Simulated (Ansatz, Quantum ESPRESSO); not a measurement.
# CuO: 5 runs at one level of theory

```
Cu O
1.0
     2.34185   -1.71130    0.00000
     2.34185    1.71130    0.00000
    -0.85003    0.00000    5.05787
Cu O
2 2
Direct
  0.50000 0.00000 0.50000
  0.00000 0.50000 0.00000
  0.41840 0.58160 0.75000
  0.58160 0.41840 0.25000
```

Alike in all runs: task band structure; functional PBE; k mesh 10 × 10 × 5; occupations fermi-dirac, width 0.05 eV; no spin polarisation; no spin-orbit coupling. The measured crystal is an antiferromagnetic insulator; the state found here is the runs' own. Pressure is positive in compression and, in plane waves, holds the error of the finite cutoff, which Ansatz's Pulay term estimates and takes out.

```
                                program and potentials  plane-wave cutoff (eV)                             notes  pressure (GPa)  largest force (eV/Å)
Ansatz, Ansatz PAW (files of its older set among them)                     930                                 -            5.69                 0.261
                    Quantum ESPRESSO, Ansatz NC SR PBE                    1252                                 -            5.69                 0.253
                                     Ansatz, Ansatz NC                    1252  Pulay term of +0.06 GPa included            5.75                 0.253
               Ansatz, PseudoDojo standard (PBE files)                    1252  Pulay term of +0.03 GPa included            5.55                 0.273
                                       Ansatz, SPMS NC                    1034  Pulay term of +0.39 GPa included            6.11                 0.263
```

Force on atom 3 (O), eV/Å:

```
                                program and potentials      x       y      z
Ansatz, Ansatz PAW (files of its older set among them)  0.000  -0.261  0.000
                    Quantum ESPRESSO, Ansatz NC SR PBE  0.000  -0.253  0.000
                                     Ansatz, Ansatz NC  0.000  -0.253  0.000
               Ansatz, PseudoDojo standard (PBE files)  0.000  -0.273  0.000
                                       Ansatz, SPMS NC  0.000  -0.263  0.000
```

The pressure spans 5.55 (Ansatz, PseudoDojo standard (PBE files)) to 6.11 GPa (Ansatz, SPMS NC).

The functional is the same throughout but for its coding, so the spread measures potentials, basis and numerics; runs on potential files found faulty are left out.
